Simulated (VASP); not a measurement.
Crystal: NiO.

```
CELL_PARAMETERS angstrom
0.00000 2.08590 2.08590
2.08590 0.00000 2.08590
2.08590 2.08590 0.00000
ATOMIC_POSITIONS crystal
Ni 0.00000 0.00000 0.00000
O 0.50000 0.50000 0.50000
```

Base run:

| Property | Result |
| --- | --- |
| Program | VASP 6.6.1 |
| Functional | PBE |
| Potentials or basis | VASP PAW PBE potentials, release 64 (Ni, O) |
| Cutoff | 520 eV |
| k mesh | 11 × 11 × 11 |
| Occupations | fermi-dirac, width 0.05 eV |
| Spin | collinear spin, ferromagnetic start |
| Starting moments | [1.0, 0.0] μB |

Its results: pressure 5.1 GPa; net moment 1.67 μB per cell; site moments Ni +1.38; O +0.25 μB.

Question: The run is repeated on the same cell with these changes: functional from PBE to LAK. What comes out?

Answer: Pressure 12.5 GPa; net moment 2.00 μB per cell; site moments Ni +1.71; O +0.27 μB.

Caveats: a cell with one magnetic atom can't hold antiferromagnetic order, which such compounds often take; the PAW data sets were made with another functional, which shifts forces and pressure a little (some runs).
